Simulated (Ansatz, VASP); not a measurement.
## Sb2Se in VASP and in Ansatz

```
Sb Se
1.0
     0.00000    3.50958    3.50958
     3.50958    0.00000    3.50958
     3.50958    3.50958    0.00000
Sb Se
2 1
Direct
  0.25000 0.25000 0.25000
  0.75000 0.75000 0.75000
  0.00000 0.00000 0.00000
```

Change from the starting cell: species swapped into the Sn2Ir type (Fm-3m, No. 225).

Alike in both runs: functional PBE; k mesh 4 × 4 × 4; occupations gaussian, width 0.1 eV; no spin polarisation.

Ansatz relaxed the structure, and its values are those at the end. VASP's run is a single point on that final structure, the one shown.

|  | VASP | Ansatz |
| --- | --- | --- |
| version | VASP 6.6.1 | Ansatz 0.2.0 |
| potentials or method | VASP PAW PBE potentials, release 64 (Sb, Se) | scalar-relativistic, plane waves, PAW |
| plane-wave cutoff (eV) | 520 | 420 |
| valence electrons in the cell | 16 | 46 |

```csv
,VASP,Ansatz,Ansatz less VASP
gap on the k mesh at the Fermi level (eV),none,none,-
pressure (GPa),-0.3,-0.2,+0.12
```

A gap of «none» marks a metal or a gap that the smearing closes. The two sets of potentials don't hold the same shells in valence.

Caveats: the k mesh is coarse (spacing up to 0.39 Å⁻¹), so the values aren't converged. The runs have no spin-orbit coupling, so splittings on Sb are missing.
